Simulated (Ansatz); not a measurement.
Reactions of `CC[Te]C`.

Gas-phase electronic energies from Ansatz, PBE0-D4/def2-TZVP geometries. CBS: MP2 limit from def2 TZ/QZ plus the TZ coupled-cluster correction, frozen cores. This one scheme is used for every species. DFT in def2-TZVPP. def2 core potentials past Kr. For Ge, Te, Ti outer-core shells are correlated without core-valence functions, which leaves a few kJ/mol of doubt a bond. Scalar relativity is left out up to krypton. Each species was taken in one conformer, which may not be the lowest.

```json
{"reaction": "`CC[Te]C` + `[CH3][Ge]([NH2])([OH])[F]` → `C[O][Ge]([CH3])([NH2])[F]` + `CC[TeH]`", "B2PLYP (eV)": "0.62", "ωB97M-V (eV)": "0.61", "PBE0-D4 (eV)": "0.62", "CCSD(T)/CBS(def2) (eV)": "0.70"}
{"reaction": "`CC[Te]C` + `FC(F)F` → `C[Te]C(F)(F)F` + `CC`", "B2PLYP (eV)": "0.19", "ωB97M-V (eV)": "0.12", "PBE0-D4 (eV)": "0.17", "CCSD(T)/CBS(def2) (eV)": "0.23"}
{"reaction": "`CC[Te]C` + `[F][Ti]([F])([SH])[Cl]` → `C[S][Ti]([F])([F])[Cl]` + `C[Te]C`", "B2PLYP (eV)": "0.02", "ωB97M-V (eV)": "0.04", "PBE0-D4 (eV)": "0.03", "CCSD(T)/CBS(def2) (eV)": "0.03"}
{"reaction": "`CC[Te]C` + `CC(N)F` → `CNC(C)F` + `C[Te]C`", "B2PLYP (eV)": "0.26", "ωB97M-V (eV)": "0.25", "PBE0-D4 (eV)": "0.27", "CCSD(T)/CBS(def2) (eV)": "0.29"}
{"reaction": "`CC[Te]C` + `CC=N` → `C[Te]C(C)=N` + `CC`", "B2PLYP (eV)": "-0.23", "ωB97M-V (eV)": "-0.19", "PBE0-D4 (eV)": "-0.25", "CCSD(T)/CBS(def2) (eV)": "-0.20"}
{"reaction": "`CC[Te]C` + `O=C(O)O` → `COC(=O)O` + `CC[TeH]`", "B2PLYP (eV)": "0.49", "ωB97M-V (eV)": "0.50", "PBE0-D4 (eV)": "0.52", "CCSD(T)/CBS(def2) (eV)": "0.57"}
{"reaction": "`CC[Te]C` + BH₃ → `B[Te]C` + `CC`", "B2PLYP (eV)": "-1.32", "ωB97M-V (eV)": "-1.28", "PBE0-D4 (eV)": "-1.39", "CCSD(T)/CBS(def2) (eV)": "-1.27"}
```

Largest T1 diagnostic: 0.025, for `[F][Ti]([F])([SH])[Cl]`, so its coupled-cluster energy is less sure.
